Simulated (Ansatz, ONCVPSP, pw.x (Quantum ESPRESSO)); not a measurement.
## Ba (Z = 56): does the ONCV potential hold in the solid?

```json
{
  "Element": "Ba",
  "Generator": "ONCVPSP 4.0.1",
  "Type": "optimised norm-conserving Vanderbilt (ONCV)",
  "Functional": "PBE",
  "Relativity": "scalar-relativistic",
  "Frozen core": "[Kr] 4d10",
  "Valence charge": "10",
  "Reference configuration": "5s2 5p6 6s2",
  "Partial waves": "5s+6s: rc 2.90 bohr, ncon 4, nbas 7, qcut 4.5 1/bohr, 2 projectors; 5p: rc 2.25 bohr, ncon 4, nbas 7, qcut 5.5 1/bohr, 2 projectors, debl 1.1 Ha; d scattering state at 0.03 Ha: rc 2.50 bohr, ncon 4, nbas 8, qcut 4 1/bohr, 1 projector",
  "Local potential": "polynomial inside 2.10 bohr (lpopt 5, dvloc0 6 Ha)",
  "Core correction": "Teter function, fcfact 1.5, rcfact 1"
}
```

In the d channel the program set the typed energies aside and used 0.050 Ha.

Atomic tests: cutoffs needed: 11 Ha and 13 Ha (the cutoffs (Ha) at which the residual kinetic energy of the hardest occupied pseudo-wave falls to 1 and 0.1 mHa per electron); ghost test: no bound ghost flagged; no localised positive-energy state flagged; largest excitation error: -214 meV (all-electron minus pseudo) for 5s1 5p6 6s2, out of 4 test configurations.

Crystal test: fcc Ba in pw.x 7.5, no spin, 9³ k-points, Fermi–Dirac smearing 0.01 Ry, cutoffs 50/200 Ry. The reference is all-electron LAPW (Ansatz 0.2.0) with the same functional, mesh and smearing; V0 and B0 come from Birch–Murnaghan fits to the pressures at five volumes. Errors are pseudo minus all-electron; Δ is the rms difference of the E(V) curves that follow from these fits, minima aligned, over ±6 % about the mean V0. Mesh and smearing are coarse, so the numbers serve the comparison and aren't converged zero-temperature values; the lattice is a test structure that the element need not adopt.

All-electron: a0 = 6.363 Å (V0 = 64.40 Å³/atom), B0 = 8.0 GPa.

Task: How far does the potential miss the all-electron equation of state?

Result: mean pressure error (GPa): +0.04; a0 (Å): 6.372; a0 error (%): +0.14; B0 error (%): +1.9; Δ (meV/atom): 0.5.

```csv
V (Å³/atom),P all-electron (GPa),P pseudo (GPa)
61.159,0.44,0.49
62.769,0.21,0.25
64.378,0.00,0.04
65.987,-0.19,-0.16
67.597,-0.37,-0.34
```

Task: At the middle volume, how do free energy and pressure move when the wave cutoff is lowered (ecutrho kept at four times it)?

Result:

```json
{"cutoff (Ry)": "22", "shift of F (meV/atom)": "+124.2", "shift of P (GPa)": "-1.97"}
{"cutoff (Ry)": "30", "shift of F (meV/atom)": "+1.1", "shift of P (GPa)": "-0.03"}
{"cutoff (Ry)": "40", "shift of F (meV/atom)": "+0.2", "shift of P (GPa)": "-0.00"}
```

The run at the middle volume (35 k-points, 7 iterations) took about 13 s on one core of a shared host (Intel(R) Xeon(R) Platinum 8375C CPU @ 2.90GHz, 64 threads, 248 GiB, load 34).
